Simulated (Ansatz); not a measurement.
Calculation for hcp Rh (10-10), 8 layers: DFT, PBE, all-electron LAPW, scalar-relativistic (Ansatz 0.2.0).

The slab is cut from a bulk crystal relaxed on PAW files (its atoms may have been relaxed since), whose type needn't be the stable one.

Command: `ansatz run input.yaml --threads 3 --pin off --max-ram 8192MiB --backend cpu --events-out ev --progress --plain --runs-dir out` It took 11 min on 3 threads of Arm Neoverse N1, on a shared host, peak memory 2.3 GiB.

```yaml
crystal:
  lattice:
    - [2.7255731676, 0.0, 0.0]
    - [0.0, 4.3908388266, 0.0]
    - [0.0, 0.0, 23.8681]
  atoms:
    - { symbol: Rh, position: [0.0, 0.75, 0.3351764067] }
    - { symbol: Rh, position: [0.5, 0.25, 0.3681411256] }
    - { symbol: Rh, position: [0.5, 0.75, 0.4340705628] }
    - { symbol: Rh, position: [0.0, 0.25, 0.4670352811] }
    - { symbol: Rh, position: [0.0, 0.75, 0.5329647189] }
    - { symbol: Rh, position: [0.5, 0.25, 0.5659294372] }
    - { symbol: Rh, position: [0.5, 0.75, 0.6318588744] }
    - { symbol: Rh, position: [0.0, 0.25, 0.6648235933] }
kpoints:
  mp_grid: { grid: [13, 8, 1] }
scf:
  occupations: { method: fermi_dirac, width: 0.1 }
hamiltonian:
  xc: pbe
  pseudopotentials: { kind: all_electron, lapw: { basis_error: 0.001 } }
output:
  forces: true
  stress: true
  eigenvalues: true
  populations: true
  dos: { projected: true, de: 0.2, e_range: [-14, 8] }
efield:
  axis: 3
  amplitude: 0
  dipole_correction: true
```

Output:

```
Rh: projections on atomic orbitals take those of the free atom 1s2 2s2 2p6 3s2 3p6 3d10 4s2 4p6 4d8 5s1, of charge +0.00 (hamiltonian.pseudopotentials.projection_atoms)
LAPW: plane waves up to 8.482 Å⁻¹, error target 1.0e-3 eV per atom; small_component_spin mean_spin; Rh in spheres of 1.351 Å, 27 of its electrons in bands, Dirac shells [] (how accurate: hamiltonian.pseudopotentials.lapw.basis_error, Limitations)
Engine: ansatz 0.2.0
Pseudopotentials: kind: all_electron
Pseudopotential: Rh, LAPW, valence charge 27, lapw/all_electron/scalar/gaussian/Rh, Koelling and Harmon's equation, gaussian nucleus
Functional definition: PBE
  parameter kappa = 0.804
  parameter beta = 0.06672455060314922
  exchange = pbe_x(kappa = kappa, mu = beta*pi^2/3)
  correlation = pbe_c(beta = beta)
Crystal: 8 atoms, lattice volume = 285.643 Å³
Basis set: ecut = 274.1086014713469 eV, 2937 PW (Γ), exchange–correlation at level 2
Bands: 130, of which v1, the nominal top of the filled ones, is band 108 counted from 1 (107 counted from 0)
Symmetry: 4 space group operations
k-points: 35 of 104
Non-local potential: Rh, projectors of the file, none
Initial density: superposition of atomic densities (neutral atoms: chi_scale 0, normalization atom)
Initial wavefunctions: plane waves of lowest kinetic energy (no species holds an atomic orbital)
Functional: x = pbe(κ = 0.804, μ = 0.2195149727645171), c = pbe(β = 0.06672455060314922)
iter 1 solved again at ethr=1.27e-3 eV; its pass at ethr=1.00e-1 eV (dr2=2.74e0 eV) is discarded
SCF iter   1: F=—  HF=-1041498.536250 eV  |F-HF|=—  |Δ(HF+E_count)|=         —  Δρ=2.47e-2  dr2=2.75e0  ethr=1.27e-3  p=0.000 e·Å  D=4.51e-14 V/Å  ΔV_dip=-0.00 eV  dr2_dipole=8.35e-24  V_vac-E_F(+/−)=5.81/5.81 eV  ⟨swp⟩=2.2  Hψ=28292  notcnv=0
efield: sawtooth ramp at fractional position 0.9500 (placed from the atoms, in the widest stretch of the axis that holds none; the zero of the levels goes with the place), width 0.1000; the density the first Hamiltonian is built on has a dipole p = -0.000 e·Å; the dipole correction subtracts the counter field D = -2.01e-14 V/Å, which shifts the + side's vacuum level by +0.00 eV against the − side's; the planar-averaged density in the ramp window peaks in size at 1.8e-6 e/Å³
preconditioner: auto → LDOS  [metal: Δε(μ)=0.012 eV  Ē_g=7.839 eV  σ=0.100 eV  W_gap=0.03  n_scr=70 (ndim 8)  ℏωp=18.6 eV  f_vac=0.563  D(μ)=12.79/eV (n_scr^D=112)  β→1.0]
SCF iter   2: F=—  HF=-1041499.200856 eV  |F-HF|=—  |Δ(HF+E_count)|=   6.65e-1  Δρ=1.72e-2  dr2=3.05e0  ethr=1.27e-3  p=0.000 e·Å  D=3.51e-8 V/Å  ΔV_dip=-0.00 eV  dr2_dipole=8.74e-12  V_vac-E_F(+/−)=5.21/5.21 eV  ⟨swp⟩=3.0  Hψ=15701  notcnv=0
iter 3 solved again at ethr=3.42e-5 eV; its pass at ethr=1.27e-3 eV (dr2=7.38e-2 eV) is discarded
SCF iter   3: F=—  HF=-1041495.087641 eV  |F-HF|=—  |Δ(HF+E_count)|=    4.11e0  Δρ=3.39e-3  dr2=7.38e-2  ethr=3.42e-5  p=-0.000 e·Å  D=-1.97e-8 V/Å  ΔV_dip=0.00 eV  dr2_dipole=8.15e-14  V_vac-E_F(+/−)=5.27/5.27 eV  ⟨swp⟩=2.0  Hψ=23100  notcnv=0
SCF iter   4: F=—  HF=-1041495.099547 eV  |F-HF|=—  |Δ(HF+E_count)|=         —  Δρ=1.40e-3  dr2=1.51e-2  ethr=3.42e-5  p=-0.000 e·Å  D=-2.89e-7 V/Å  ΔV_dip=0.00 eV  dr2_dipole=1.10e-11  V_vac-E_F(+/−)=5.12/5.12 eV  ⟨swp⟩=2.0  Hψ=13383  notcnv=0
the basis was enlarged: its passes take 1.5 MiB over the memory plan, 3 of 3 planned eigensolver slots
SCF iter   5: F=—  HF=-1041495.100075 eV  |F-HF|=—  |Δ(HF+E_count)|=   5.28e-4  Δρ=5.63e-4  dr2=3.84e-3  ethr=7.00e-6  p=-0.000 e·Å  D=-3.74e-8 V/Å  ΔV_dip=0.00 eV  dr2_dipole=2.43e-11  V_vac-E_F(+/−)=5.08/5.08 eV  ⟨swp⟩=2.9  Hψ=13499  notcnv=0
SCF iter   6: F=—  HF=-1041495.099262 eV  |F-HF|=—  |Δ(HF+E_count)|=   8.13e-4  Δρ=1.43e-4  dr2=1.03e-4  ethr=1.78e-6  p=-0.000 e·Å  D=-7.47e-8 V/Å  ΔV_dip=0.00 eV  dr2_dipole=8.79e-12  V_vac-E_F(+/−)=5.06/5.06 eV  ⟨swp⟩=2.9  Hψ=13514  notcnv=0
SCF iter   7: F=—  HF=-1041495.099268 eV  |F-HF|=—  |Δ(HF+E_count)|=   6.52e-6  Δρ=6.41e-5  dr2=2.00e-5  ethr=4.77e-8  p=-0.000 e·Å  D=-3.63e-8 V/Å  ΔV_dip=0.00 eV  dr2_dipole=1.38e-12  V_vac-E_F(+/−)=5.05/5.05 eV  ⟨swp⟩=3.0  Hψ=13685  notcnv=0
[... lines left out ...]
--- Forces (eV/Å), atoms counted from 1 ---
  atom   1  Rh     0.00000000     0.00000000     0.77638648
  atom   2  Rh     0.00000000     0.00000000    -0.45455517
  atom   3  Rh     0.00000000     0.00000000    -0.01001871
  atom   4  Rh     0.00000000     0.00000000     0.10706780
  atom   5  Rh     0.00000000     0.00000000    -0.10706735
  atom   6  Rh     0.00000000     0.00000000     0.01001900
  atom   7  Rh     0.00000000     0.00000000     0.45455500
  atom   8  Rh     0.00000000     0.00000000    -0.77638690
  max |Σ_I F_I| component: 1.53e-7 eV/Å
--- Stress (GPa, compression-positive) ---
       -3.421977       0.000000       0.000000
        0.000000      -2.718025       0.000000
        0.000000       0.000000      -1.896957
  P = ⅓ Tr σ = -2.6790 GPa (-26.790 kbar)
--- Band table (eV; the first three rows and the last of 35) ---
  k-point 0: bands = ["-290.5847", "-290.5847", "-290.5740", "-290.5740", "-290.5685", "-290.5685", "-290.5667", "-290.5667", "-290.5662", "-290.5662", "-290.5398", "-290.5398", "-290.5338", "-290.5338", "-290.5271", "-290.5271", "-290.5268", "-290.5268", "-290.5206", "-290.5206", "-290.2354", "-290.2354", "-290.2258", "-290.2258", "-290.2048", "-290.2048", "-290.1781", "-290.1781", "-290.1649", "-290.1649", "-289.9515", "-289.9515", "-289.9513", "-289.9513", "-289.8694", "-289.8694", "-289.8313", "-289.8313", "-289.8145", "-289.8145", "-72.4890", "-72.4352", "-72.3886", "-72.3703", "-72.0673", "-72.0672", "-71.7662", "-71.7662", "-40.6372", "-40.4942", "-40.4883", "-40.4108", "-40.2211", "-40.2161", "-40.2129", "-40.2037", "-40.1538", "-40.1459", "-40.0694", "-40.0355", "-40.0254", "-40.0010", "-39.8174", "-39.7999", "-39.7945", "-39.7938", "-39.5839", "-39.5838", "-39.5702", "-39.5701", "-39.4890", "-39.4884", "-0.9781", "0.1813", "0.7148", "0.7745", "1.1580", "1.1941", "1.3978", "1.4652", "1.6664", "2.4270", "3.0995", "3.2087", "3.3739", "3.6414", "3.7605", "3.7957", "3.8320", "3.8452", "3.9113", "3.9739", "3.9760", "4.0693", "4.3098", "4.3516", "4.4650", "4.4839", "4.5656", "4.6757", "4.8643", "4.8954", "4.9023", "4.9926", "5.2004", "5.6360", "5.7680", "6.0437", "6.1729", "6.6602", "6.6992", "6.7820", "6.8481", "6.8898", "7.2140", "7.2141", "8.3331", "8.3910", "10.6490", "11.0585", "11.2288", "12.3824", "12.5745", "13.1364", "14.4024", "14.5298", "14.8016", "15.0757", "15.2448", "15.4775"]
  k-point 1: bands = ["-290.5847", "-290.5847", "-290.5740", "-290.5740", "-290.5685", "-290.5685", "-290.5667", "-290.5667", "-290.5662", "-290.5662", "-290.5398", "-290.5398", "-290.5338", "-290.5338", "-290.5271", "-290.5271", "-290.5268", "-290.5268", "-290.5206", "-290.5206", "-290.2354", "-290.2354", "-290.2258", "-290.2258", "-290.2048", "-290.2048", "-290.1781", "-290.1781", "-290.1649", "-290.1649", "-289.9515", "-289.9515", "-289.9513", "-289.9513", "-289.8694", "-289.8694", "-289.8313", "-289.8313", "-289.8145", "-289.8145", "-72.4856", "-72.4339", "-72.3912", "-72.3723", "-72.0669", "-72.0667", "-71.7668", "-71.7668", "-40.6174", "-40.5360", "-40.4339", "-40.4271", "-40.2269", "-40.2239", "-40.2153", "-40.1818", "-40.1414", "-40.1301", "-40.0751", "-40.0338", "-40.0299", "-40.0247", "-39.8163", "-39.8039", "-39.7917", "-39.7910", "-39.5869", "-39.5868", "-39.5820", "-39.5811", "-39.4857", "-39.4854", "-0.8281", "0.2749", "0.7680", "0.8165", "0.9357", "1.1702", "1.4549", "1.6855", "1.8630", "2.5365", "2.9547", "3.1771", "3.2846", "3.4626", "3.4696", "3.6847", "3.7054", "3.7081", "3.8893", "3.9434", "3.9638", "4.1705", "4.2873", "4.3115", "4.4125", "4.5648", "4.7396", "4.7566", "4.9450", "4.9745", "5.1618", "5.1923", "5.4354", "5.7612", "5.8899", "6.0347", "6.1188", "6.6130", "6.6364", "6.8111", "6.8248", "6.8506", "7.1299", "7.1536", "7.7514", "8.3412", "9.8930", "11.1105", "11.3265", "11.8970", "12.4057", "12.5606", "13.4488", "14.3308", "15.1400", "15.7194", "15.9368", "16.0310"]
  k-point 2: bands = ["-290.5847", "-290.5847", "-290.5740", "-290.5740", "-290.5685", "-290.5685", "-290.5667", "-290.5667", "-290.5662", "-290.5662", "-290.5398", "-290.5398", "-290.5338", "-290.5338", "-290.5271", "-290.5271", "-290.5268", "-290.5268", "-290.5206", "-290.5206", "-290.2354", "-290.2354", "-290.2258", "-290.2258", "-290.2048", "-290.2048", "-290.1781", "-290.1781", "-290.1649", "-290.1649", "-289.9515", "-289.9515", "-289.9513", "-289.9513", "-289.8694", "-289.8694", "-289.8313", "-289.8313", "-289.8145", "-289.8145", "-72.4760", "-72.4316", "-72.3971", "-72.3778", "-72.0658", "-72.0656", "-71.7683", "-71.7683", "-40.5665", "-40.5628", "-40.4556", "-40.3736", "-40.2444", "-40.2370", "-40.1990", "-40.1445", "-40.1284", "-40.1102", "-40.0915", "-40.0588", "-40.0429", "-40.0284", "-39.8220", "-39.8179", "-39.7844", "-39.7838", "-39.6068", "-39.6048", "-39.5946", "-39.5945", "-39.4804", "-39.4804", "-0.4024", "0.4532", "0.8226", "0.8887", "0.9825", "1.2458", "1.6136", "1.7757", "2.2280", "2.2539", "2.8514", "2.8653", "3.2304", "3.2387", "3.3155", "3.4595", "3.6014", "3.6856", "3.7410", "3.9081", "4.0102", "4.1646", "4.2062", "4.2562", "4.4019", "4.6402", "5.0023", "5.1059", "5.1681", "5.2510", "5.2569", "5.5027", "5.7528", "5.9306", "5.9531", "5.9769", "6.3301", "6.5152", "6.5360", "6.6707", "6.7629", "6.7675", "6.9815", "7.0115", "7.0220", "8.2710", "8.5645", "10.1904", "11.1538", "11.3125", "11.8981", "12.4550", "12.9840", "14.1012", "15.0861", "15.3509", "15.7657", "16.0555"]
  k-point 34: bands = ["-290.5847", "-290.5847", "-290.5740", "-290.5740", "-290.5685", "-290.5685", "-290.5667", "-290.5667", "-290.5662", "-290.5662", "-290.5398", "-290.5398", "-290.5338", "-290.5338", "-290.5271", "-290.5271", "-290.5268", "-290.5268", "-290.5206", "-290.5206", "-290.2354", "-290.2354", "-290.2258", "-290.2258", "-290.2048", "-290.2048", "-290.1781", "-290.1781", "-290.1649", "-290.1649", "-289.9515", "-289.9515", "-289.9513", "-289.9513", "-289.8694", "-289.8694", "-289.8313", "-289.8313", "-289.8145", "-289.8145", "-72.4095", "-72.4095", "-72.3682", "-72.3682", "-72.0338", "-72.0338", "-71.7392", "-71.7392", "-40.5997", "-40.5997", "-40.5730", "-40.5730", "-40.3282", "-40.3282", "-40.2899", "-40.2899", "-40.1921", "-40.1921", "-40.1522", "-40.1522", "-40.1134", "-40.1134", "-40.0520", "-40.0520", "-39.8048", "-39.8048", "-39.7887", "-39.7887", "-39.5986", "-39.5986", "-39.4676", "-39.4676", "0.8699", "0.8699", "0.9056", "0.9056", "1.5027", "1.5027", "1.8006", "1.8006", "2.0955", "2.0955", "2.2424", "2.2424", "2.8491", "2.8491", "2.9966", "2.9966", "3.9137", "3.9137", "4.4042", "4.4042", "4.6576", "4.6576", "4.7911", "4.7911", "5.0732", "5.0732", "5.1737", "5.1737", "6.1026", "6.1026", "6.2411", "6.2411", "6.5387", "6.5387", "6.7314", "6.7314", "7.0121", "7.0121", "7.0467", "7.0467", "9.1203", "9.1203", "9.3634", "9.3634", "9.8595", "9.8595", "10.9176", "10.9176", "13.9102", "13.9102", "14.7623", "14.7623", "15.9438", "15.9438", "16.3735", "16.3735", "16.6593", "16.6593"]
--- Löwdin populations: 8 sites ---
  site symbol       q [e]
     0     Rh     44.9263
     1     Rh     44.9479
     2     Rh     44.8925
     3     Rh     44.8824
     4     Rh     44.8824
     5     Rh     44.8925
     6     Rh     44.9479
     7     Rh     44.9263
  spilling = 0.001949 (of n_electrons = 360.000000)
```

populations.tsv:

```
# site	symbol	l	j	q
# orbitals = lowdin
# n_electrons = 360.000000
# spilling = 0.001949
# projection_atom_Rh: 1s2 2s2 2p6 3s2 3p6 3d10 4s2 4p6 4d8 5s1
0	Rh	0_1S	-	1.999998
0	Rh	0_2S	-	1.999932
0	Rh	0_3S	-	1.998892
0	Rh	0_4S	-	1.981711
0	Rh	0_5S	-	0.759361
0	Rh	1_2P	-	6.000000
0	Rh	1_3P	-	5.999967
0	Rh	1_4P	-	5.994881
0	Rh	2_3D	-	9.999995
0	Rh	2_4D	-	8.191610
1	Rh	0_1S	-	1.999998
1	Rh	0_2S	-	1.999909
1	Rh	0_3S	-	1.998515
1	Rh	0_4S	-	1.975353
1	Rh	0_5S	-	0.823866
1	Rh	1_2P	-	6.000000
1	Rh	1_3P	-	5.999968
1	Rh	1_4P	-	5.995325
1	Rh	2_3D	-	9.999994
1	Rh	2_4D	-	8.154973
2	Rh	0_1S	-	1.999998
2	Rh	0_2S	-	1.999896
2	Rh	0_3S	-	1.998290
2	Rh	0_4S	-	1.971605
2	Rh	0_5S	-	0.802486
2	Rh	1_2P	-	6.000000
2	Rh	1_3P	-	5.999972
2	Rh	1_4P	-	5.995984
2	Rh	2_3D	-	9.999993
2	Rh	2_4D	-	8.124275
3	Rh	0_1S	-	1.999998
3	Rh	0_2S	-	1.999894
3	Rh	0_3S	-	1.998269
3	Rh	0_4S	-	1.971278
3	Rh	0_5S	-	0.788542
3	Rh	1_2P	-	6.000000
3	Rh	1_3P	-	5.999972
3	Rh	1_4P	-	5.996023
3	Rh	2_3D	-	9.999993
3	Rh	2_4D	-	8.128456
4	Rh	0_1S	-	1.999998
4	Rh	0_2S	-	1.999894
4	Rh	0_3S	-	1.998269
4	Rh	0_4S	-	1.971278
4	Rh	0_5S	-	0.788542
4	Rh	1_2P	-	6.000000
4	Rh	1_3P	-	5.999972
4	Rh	1_4P	-	5.996023
4	Rh	2_3D	-	9.999993
4	Rh	2_4D	-	8.128456
5	Rh	0_1S	-	1.999998
5	Rh	0_2S	-	1.999896
5	Rh	0_3S	-	1.998290
5	Rh	0_4S	-	1.971605
5	Rh	0_5S	-	0.802486
5	Rh	1_2P	-	6.000000
5	Rh	1_3P	-	5.999972
5	Rh	1_4P	-	5.995984
5	Rh	2_3D	-	9.999993
5	Rh	2_4D	-	8.124275
6	Rh	0_1S	-	1.999998
6	Rh	0_2S	-	1.999909
6	Rh	0_3S	-	1.998515
6	Rh	0_4S	-	1.975353
6	Rh	0_5S	-	0.823866
6	Rh	1_2P	-	6.000000
6	Rh	1_3P	-	5.999968
6	Rh	1_4P	-	5.995325
6	Rh	2_3D	-	9.999994
6	Rh	2_4D	-	8.154973
7	Rh	0_1S	-	1.999998
7	Rh	0_2S	-	1.999932
7	Rh	0_3S	-	1.998892
7	Rh	0_4S	-	1.981711
7	Rh	0_5S	-	0.759361
7	Rh	1_2P	-	6.000000
7	Rh	1_3P	-	5.999967
7	Rh	1_4P	-	5.994881
7	Rh	2_3D	-	9.999995
7	Rh	2_4D	-	8.191610
```

Next run (at the positions relaxed by PAW), as changes to the input before:

```diff
   atoms:
-    - { symbol: Rh, position: [0.0, 0.75, 0.3351764067] }
-    - { symbol: Rh, position: [0.5, 0.25, 0.3681411256] }
-    - { symbol: Rh, position: [0.5, 0.75, 0.4340705628] }
-    - { symbol: Rh, position: [0.0, 0.25, 0.4670352811] }
-    - { symbol: Rh, position: [0.0, 0.75, 0.5329647189] }
-    - { symbol: Rh, position: [0.5, 0.25, 0.5659294372] }
-    - { symbol: Rh, position: [0.5, 0.75, 0.6318588744] }
-    - { symbol: Rh, position: [0.0, 0.25, 0.6648235933] }
+    - { symbol: Rh, position: [0.0, 0.75, 0.3406795461] }
+    - { symbol: Rh, position: [0.5, 0.25, 0.3669700704] }
+    - { symbol: Rh, position: [0.5, 0.75, 0.435823193] }
+    - { symbol: Rh, position: [0.0, 0.25, 0.4669132144] }
+    - { symbol: Rh, position: [0.0, 0.75, 0.5330867853] }
+    - { symbol: Rh, position: [0.5, 0.25, 0.5641768064] }
+    - { symbol: Rh, position: [0.5, 0.75, 0.6330299296] }
+    - { symbol: Rh, position: [0.0, 0.25, 0.6593204547] }
 kpoints:
   eigenvalues: true
-  populations: true
-  dos: { projected: true, de: 0.2, e_range: [-14, 8] }
 efield:
```

Results part of the output:

```
SCF 1 converged in 10 iterations: F = -1041495.218395 eV  dr2 = 6.36e-9
SCF converged after 10 iterations
[... lines left out ...]
  k-point 2: bands = ["-290.6293", "-290.6293", "-290.6204", "-290.6204", "-290.6050", "-290.6050", "-290.6000", "-290.6000", "-290.5988", "-290.5988", "-290.5983", "-290.5983", "-290.5938", "-290.5938", "-290.5904", "-290.5904", "-290.5896", "-290.5896", "-290.5895", "-290.5895", "-290.2474", "-290.2474", "-290.2392", "-290.2392", "-290.2077", "-290.2077", "-290.1748", "-290.1748", "-290.1676", "-290.1676", "-290.0650", "-290.0650", "-290.0602", "-290.0602", "-289.9831", "-289.9831", "-289.9515", "-289.9515", "-289.9349", "-289.9349", "-72.5305", "-72.4899", "-72.4553", "-72.4396", "-72.0823", "-72.0821", "-71.8901", "-71.8901", "-40.6305", "-40.6262", "-40.5310", "-40.4530", "-40.3017", "-40.2767", "-40.2696", "-40.2033", "-40.1995", "-40.1671", "-40.1419", "-40.1390", "-40.1020", "-40.0976", "-39.8345", "-39.8324", "-39.8224", "-39.8217", "-39.6950", "-39.6947", "-39.6925", "-39.6882", "-39.5932", "-39.5922", "-0.5003", "0.3454", "0.6781", "0.7886", "0.8705", "1.0411", "1.4384", "1.5990", "2.0796", "2.2196", "2.6729", "2.8235", "3.1309", "3.2103", "3.3819", "3.4463", "3.4592", "3.5930", "3.6090", "3.8222", "3.9381", "3.9639", "4.2182", "4.2821", "4.2890", "4.4004", "4.8121", "4.9972", "5.0507", "5.1185", "5.2724", "5.4529", "5.6747", "5.8552", "5.9699", "6.0330", "6.2889", "6.5296", "6.5553", "6.6523", "6.7947", "6.8072", "7.0092", "7.0271", "7.1269", "8.2737", "8.4876", "10.0714", "11.3898", "11.4133", "11.9407", "12.5657", "12.9750", "14.0698", "15.1308", "15.4070", "15.7672", "16.0847"]
  k-point 34: bands = ["-290.6293", "-290.6293", "-290.6204", "-290.6204", "-290.6050", "-290.6050", "-290.6000", "-290.6000", "-290.5988", "-290.5988", "-290.5983", "-290.5983", "-290.5938", "-290.5938", "-290.5904", "-290.5904", "-290.5896", "-290.5896", "-290.5895", "-290.5895", "-290.2474", "-290.2474", "-290.2392", "-290.2392", "-290.2077", "-290.2077", "-290.1748", "-290.1748", "-290.1676", "-290.1676", "-290.0650", "-290.0650", "-290.0602", "-290.0602", "-289.9831", "-289.9831", "-289.9515", "-289.9515", "-289.9349", "-289.9349", "-72.4557", "-72.4557", "-72.4380", "-72.4380", "-72.0470", "-72.0470", "-71.8642", "-71.8642", "-40.6823", "-40.6823", "-40.6321", "-40.6321", "-40.4399", "-40.4399", "-40.3236", "-40.3236", "-40.2346", "-40.2346", "-40.2087", "-40.2087", "-40.1672", "-40.1672", "-40.1436", "-40.1436", "-39.8524", "-39.8524", "-39.7944", "-39.7944", "-39.6906", "-39.6906", "-39.5900", "-39.5900", "0.7403", "0.7403", "0.7643", "0.7643", "1.3509", "1.3509", "1.5001", "1.5001", "1.9812", "1.9812", "2.0414", "2.0414", "2.6136", "2.6136", "2.7536", "2.7536", "3.9696", "3.9696", "4.4156", "4.4156", "4.6190", "4.6190", "4.6718", "4.6718", "5.1612", "5.1612", "5.2471", "5.2471", "6.1626", "6.1626", "6.2465", "6.2465", "6.5543", "6.5543", "6.7191", "6.7191", "7.0754", "7.0754", "7.1015", "7.1015", "9.0240", "9.0240", "9.3400", "9.3400", "9.7560", "9.7560", "10.8601", "10.8601", "13.9503", "13.9503", "14.7465", "14.7465", "16.0879", "16.0879", "16.4780", "16.4780", "16.7858", "16.7858"]
```

Next run (no relativity), as changes to the input before:

```diff
   xc: pbe
-  pseudopotentials: { kind: all_electron, lapw: { basis_error: 0.001 } }
+  pseudopotentials:
+    kind: all_electron
+    lapw: { basis_error: 0.001 }
+    relativity: none
 output:
```

Results part of the output:

```
SCF 1 converged in 10 iterations: F = -1020501.368051 eV  dr2 = 6.43e-9
SCF converged after 10 iterations
[... lines left out ...]
  k-point 2: bands = ["-294.4770", "-294.4770", "-294.4684", "-294.4684", "-294.4495", "-294.4495", "-294.4445", "-294.4445", "-294.4442", "-294.4442", "-294.4410", "-294.4410", "-294.4303", "-294.4303", "-294.4267", "-294.4267", "-294.4266", "-294.4266", "-294.4258", "-294.4258", "-294.0982", "-294.0982", "-294.0922", "-294.0922", "-294.0536", "-294.0536", "-294.0217", "-294.0217", "-294.0126", "-294.0126", "-293.9227", "-293.9227", "-293.9187", "-293.9187", "-293.8389", "-293.8389", "-293.8048", "-293.8048", "-293.7902", "-293.7902", "-66.4000", "-66.3441", "-66.2923", "-66.2714", "-65.9440", "-65.9436", "-65.7522", "-65.7522", "-38.7803", "-38.7724", "-38.6739", "-38.5924", "-38.4244", "-38.3858", "-38.3734", "-38.3298", "-38.3002", "-38.2993", "-38.2449", "-38.2317", "-38.2080", "-38.1829", "-37.9519", "-37.9504", "-37.9387", "-37.9377", "-37.8086", "-37.8030", "-37.8025", "-37.8017", "-37.7162", "-37.7145", "0.5563", "0.7412", "0.9833", "1.1882", "1.4526", "1.5201", "1.6355", "1.8880", "2.2854", "2.4848", "2.8778", "3.0014", "3.2512", "3.3694", "3.5152", "3.5358", "3.5940", "3.6993", "3.7080", "3.9002", "4.0368", "4.0830", "4.3512", "4.3568", "4.4394", "4.5888", "4.8703", "5.0581", "5.1774", "5.3466", "5.3827", "5.6144", "5.7991", "5.9048", "6.0074", "6.1500", "6.3238", "6.5611", "6.7071", "6.8151", "6.8270", "7.0025", "7.0210", "7.0396", "7.4530", "8.6057", "8.9016", "10.5396", "11.5009", "11.5289", "12.0953", "12.7005", "13.0020", "14.1116", "15.1432", "15.4170", "15.8419", "16.1595"]
  k-point 34: bands = ["-294.4770", "-294.4770", "-294.4684", "-294.4684", "-294.4495", "-294.4495", "-294.4445", "-294.4445", "-294.4442", "-294.4442", "-294.4410", "-294.4410", "-294.4303", "-294.4303", "-294.4267", "-294.4267", "-294.4266", "-294.4266", "-294.4258", "-294.4258", "-294.0982", "-294.0982", "-294.0922", "-294.0922", "-294.0536", "-294.0536", "-294.0217", "-294.0217", "-294.0126", "-294.0126", "-293.9227", "-293.9227", "-293.9187", "-293.9187", "-293.8389", "-293.8389", "-293.8048", "-293.8048", "-293.7902", "-293.7902", "-66.2948", "-66.2948", "-66.2674", "-66.2674", "-65.8916", "-65.8916", "-65.7187", "-65.7187", "-38.8328", "-38.8328", "-38.7830", "-38.7830", "-38.5872", "-38.5872", "-38.4537", "-38.4537", "-38.3502", "-38.3502", "-38.3282", "-38.3282", "-38.2892", "-38.2892", "-38.2602", "-38.2602", "-37.9693", "-37.9693", "-37.9082", "-37.9082", "-37.8094", "-37.8094", "-37.7163", "-37.7163", "1.0181", "1.0181", "1.0406", "1.0406", "1.5660", "1.5660", "1.7086", "1.7086", "2.1105", "2.1105", "2.1838", "2.1838", "2.7796", "2.7796", "2.8716", "2.8716", "4.1327", "4.1327", "4.5334", "4.5334", "4.7337", "4.7337", "4.8164", "4.8164", "5.2381", "5.2381", "5.3364", "5.3364", "6.2661", "6.2661", "6.3155", "6.3155", "6.6248", "6.6248", "6.7556", "6.7556", "7.0915", "7.0915", "7.1162", "7.1162", "9.5181", "9.5181", "9.8135", "9.8135", "10.1928", "10.1928", "11.2887", "11.2887", "14.4400", "14.4400", "15.0352", "15.0352", "16.6437", "16.6437", "16.8688", "16.8688", "17.2093", "17.2093"]
```

The cell is 1×1, so reconstructions are forbidden.
